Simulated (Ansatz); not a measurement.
Recipe of this trial structure of AgBr3: random cell by space group and Wyckoff sites (R-3m, No. 166). Its size is a rough estimate.

```cif
data_structure
_symmetry_space_group_name_H-M 'R-3m:H'
_symmetry_Int_Tables_number 166
_cell_length_a 5.8442
_cell_length_b 5.8442
_cell_length_c 13.5513
_cell_angle_alpha 90.000
_cell_angle_beta 90.000
_cell_angle_gamma 120.000
_cell_volume 400.84
loop_
_atom_site_label
_atom_site_type_symbol
_atom_site_symmetry_multiplicity
_atom_site_Wyckoff_symbol
_atom_site_fract_x
_atom_site_fract_y
_atom_site_fract_z
_atom_site_occupancy
Ag1 Ag 3 b 0.33333 0.66667 0.16667 1
Br1 Br 9 e 0.16667 0.33333 0.33333 1
```

The calculation used DFT PBE, scalar-relativistic, plane waves, PAW in Ansatz. Cutoff 420 eV, Gaussian smearing, Γ-centred meshes. Cell and atoms relax first on a coarse mesh and then on a finer one. In between, the cell is made exact in the group found at 0.06 Å. In metals the finer mesh still leaves noise of several meV/atom or more. The steps can't lower the symmetry of their start. No spin polarisation in the relaxation; trial moments died out in a coarse test.

A guess keeps its type if space group and coordination stay and the shape of the cell changes little (axis ratios within about 15 %, angles within 6°); the volume may change.

**Question.** Will the relaxed cell still be of the starting type?

**Answer.** It doesn't keep its type. The symmetry goes from R-3m (No. 166) to Pm-3m (No. 221). The end has the ReO3 type. The volume per atom grows by 11.1 %, from 33.4 to 37.1 Å³. The shortest distance goes from 2.82 Å (Ag–Br) to 2.65 Å (Ag–Br). Counting neighbours within 15 % of an atom's shortest distance, the start has Ag 6, Br 6 and the end Ag 6, Br 2. In detail, at the end Ag has 6 Br at 2.65 Å; around Br lie 2 Ag at 2.65 Å.

```xyz
4
Lattice="5.2953 0.0000 0.0000 0.0000 5.2953 0.0000 0.0000 0.0000 5.2953" Properties=species:S:1:pos:R:3 pbc="T T T"
Ag    2.6477    2.6477    2.6477
Br    2.6477    0.0000    2.6477
Br    2.6477    2.6477    0.0000
Br    0.0000    2.6477    2.6477
```

Energies over the elements count from the elements' standard structures at the same level, with no fitted energy shifts. The references include crystalline Br.

**Question.** At what energy does it end?

**Answer.** +0.02 eV/atom. The formation energy is too near zero to say whether this cell lies below the elements.

The last run used a 12×12×12 mesh for its 4-atom cell and Gaussian smearing of 0.10 eV. The end has R-3m (No. 166) at a tolerance of 0.01 Å; the cell shown is made exact in the group found at 0.05 Å. For metals, differences of a few meV/atom aren't resolved. The reference form of Br is held partly by dispersion forces, which this level lacks. Symmetry constrained the relaxation, so the result can be a saddle point.
